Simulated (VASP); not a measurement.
Set up this calculation in VASP 6.6.1, as the native input.

* Task: relaxation of cell and atoms
* Functional: PBE
* Dispersion: D3(BJ)
* Potentials or basis: VASP PAW PBE potentials, release 64 (Ge_d, Se)
* Cutoff: 600 eV
* k mesh: 4 × 8 × 6
* Occupations: gaussian, width 0.03 eV
* Spin: no spin polarisation
* Further INCAR settings: ALGO = Normal; EDIFF = 1e-07; IBRION = 2; EDIFFG = -0.005; NSW = 90; ISIF = 3

The structure of GeSe lies in POSCAR:

```
GeSe                                    
1.0
   10.9597312277      0.0000000000      0.0000000000
    0.0000000000      3.8818044229     -0.0000000000
    0.0000000000      0.0000000000      4.4231579862
  Ge              Se            
     4     4
Direct
     0.1229307963722750    0.7500000000000000    0.8900955645023154
     0.6229307963722749    0.7500000000000000    0.6099044354976846
     0.3770692036277251    0.2500000000000000    0.3900955645023150
     0.8770692036277251    0.2500000000000000    0.1099044354976848
     0.8545026892558046    0.7500000000000000    0.4986494640032458
     0.3545026892558044    0.7500000000000000    0.0013505359967543
     0.6454973107441954    0.2500000000000000    0.9986494640032455
     0.1454973107441957    0.2500000000000000    0.5013505359967545
```

These files were run (other wordings do the same):

INCAR

```
SYSTEM = GeSe
  PREC = Accurate
  ENCUT = 600
  EDIFF = 1E-7
  ISMEAR = 0
  SIGMA = 0.03
  LREAL = .FALSE.
  LASPH = .TRUE.
  NELM = 80
  ALGO = Normal
  ISIF = 3
  LWAVE = .FALSE.
  LCHARG = .FALSE.
  GGA = PE
  IVDW = 12
  IBRION = 2
  NSW = 90
  EDIFFG = -0.005
  KPAR = 2
```

KPOINTS

```
regular mesh
0
G
  4 8 6
  0 0 0
```

Potentials or basis: VASP PAW PBE potentials, release 64 (Ge_d, Se).

The run is started by

```sh
$ cat potpaw_PBE.64/Ge_d/POTCAR potpaw_PBE.64/Se/POTCAR > POTCAR
$ mpirun -np 2 vasp_std > vasp.out
```

Results of the run:

The energy gained by relaxing is 0.1 meV/atom, the ionic steps are 21 and the pressure after relaxing is 0.0 GPa. The largest force after relaxing is 0.004 eV/Å and the band gap on the k mesh is 0.71 eV, indirect (least direct gap 0.92 eV). The dispersion energy per atom is -0.358 eV.

Wall time 56 min on 2 MPI ranks on Intel(R) Xeon(R) Platinum 8375C CPU @ 2.90GHz (Ice Lake) (shared host), peak memory 0.67 GiB a rank.
